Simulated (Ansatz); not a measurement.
# Y (simple hexagonal type): the cost of one run

Program: Ansatz 0.2.0. Level of theory: DFT PBE, with the methods named in each step. These are calculated values, not measurements.

1 further run of the same task is left out (it didn't finish). Runs told in other sessions of the task aren't counted.

## 1. The structure to begin with

It takes space group P6/mmm (No. 191, hexagonal). Conventional cell: a = 3.422 Å, b = 3.422 Å, c = 3.321 Å, α = 90.00°, β = 90.00°, γ = 120.00°. Y (site symmetry 6/mmm) has 8 Y at 3.32 to 3.42 Å in its first shell of neighbours.

Structure file:

```
CELL_PARAMETERS angstrom
3.42162 0.00000 0.00000
-1.71081 2.96321 0.00000
0.00000 0.00000 3.32142
ATOMIC_POSITIONS crystal
Y 0.00000 0.00000 0.00000
```

Whether this phase is the stable one at these pressures isn't tested.

## 2. The reference volume, LAPW

input.yaml

```yaml
crystal:
  lattice:
    - [3.4216228213, 0.0, 0.0]
    - [-1.7108114107, 2.9632122854, 0.0]
    - [0.0, 0.0, 3.3214189356]
  atoms:
    - { symbol: "Y", position: [0.0, 0.0, 0.0] }
kpoints:
  mp_grid: { grid: [14, 14, 13] }
  band_path:
    path:
      - [0.0, 0.0, 0.0]
      - [0.5, 0.0, 0.0]
      - [0.3333333333, 0.3333333333, 0.0]
      - [0.0, 0.0, 0.0]
      - [0.0, 0.0, 0.5]
      - [0.5, 0.0, 0.5]
      - [0.3333333333, 0.3333333333, 0.5]
      - [0.0, 0.0, 0.5]
      - [0.5, 0.0, 0.5]
    npoints: 14
scf:
  occupations: { method: fermi_dirac, width: 0.05 }
hamiltonian:
  xc: pbe
  pseudopotentials: { kind: all_electron, lapw: { basis_error: 0.001 } }
output:
  forces: true
  stress: true
  eigenvalues: true
  populations: true
  dos: { projected: true, de: 0.2, e_range: [-14, 8] }
```

The run is started by

```
> ansatz run input.yaml --threads 1 --pin off --max-ram 2048MiB --backend cpu --events-out ev --progress --plain --runs-dir out
```

**Question.** How long does this run take on 1 thread of Arm Neoverse V1, shared host, and how much memory does it need?

About 12 s, with a peak of 0.3 GiB.
